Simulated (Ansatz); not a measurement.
**AgCl (Fm-3m), an elastic constant from a strain scan**

All numbers below come from DFT r2SCAN, scalar-relativistic, plane waves, PAW (Ansatz 0.2.0). Settings: plane waves to 500 eV, k-mesh 8×8×8 (Γ-centred), Gaussian smearing 0.05 eV. No spin polarisation. Energies are free energies at this smearing, counted from the undisturbed cell; pressure is positive in compression.

The undisturbed cell (as given, not relaxed at this level; it stands at 0.0 GPa):

```xyz
2
Lattice="0.0000 2.7731 2.7731 2.7731 0.0000 2.7731 2.7731 2.7731 0.0000" Properties=species:S:1:pos:R:3 pbc="T T T"
Ag    2.7731    2.7731    2.7731
Cl    0.0000    0.0000    0.0000
```

The cell is strained by ε times the Voigt pattern (0, 0, 0, 0, 1, 0) (xx, yy, zz, yz, xz, xy; engineering shear) with fractional coordinates fixed. The cell holds 2 atoms in V0 = 42.65 Å³. The stress column is τ = (1/V0) dE/dε, got from the stress tensor σ (compression positive) at each point as −det(1 + εP) σ : P(1 + εP)⁻¹, with P the pattern as a tensor.

```
      ε  ΔE (meV/atom)  τ (GPa)
-0.0525          1.046   -0.302
-0.0450          0.766   -0.258
-0.0375          0.531   -0.214
-0.0300          0.339   -0.170
-0.0225          0.191   -0.127
-0.0150          0.085   -0.085
-0.0075          0.022   -0.042
 0.0000          0.000    0.000
 0.0075          0.022    0.042
 0.0150          0.085    0.085
 0.0225          0.191    0.127
 0.0300          0.339    0.170
 0.0375          0.531    0.214
 0.0450          0.766    0.258
 0.0525          1.046    0.302
 0.0600              ?        ?
```

Problem. Which combination of elastic constants does this scan measure, and how large is it?

Solution. For small ε, τ = τ0 + Kε with K = pᵀCp, which for this pattern is C44 in the cubic axes. The parabola through τ at ε = -0.0075, 0 and 0.0075 has slope K = 5.6 GPa at zero. The energies per cell, E = NΔE, of the wider pair ε = ±0.0300 give K = 2[E(ε₊)/ε₊ − E(ε₋)/ε₋]/[(ε₊ − ε₋)V0] = 5.7 GPa, in agreement.

Problem. Predict the withheld row at ε = 0.0600 from the harmonic law, and compare.

Solution. ΔE = V0(τ0 ε + Kε²/2)/N = 1.351 meV/atom and τ = 0.34 GPa. The calculation gives 1.372 meV/atom and 0.35 GPa, a miss of 1.6 % of the harmonic energy, so the harmonic law still holds here.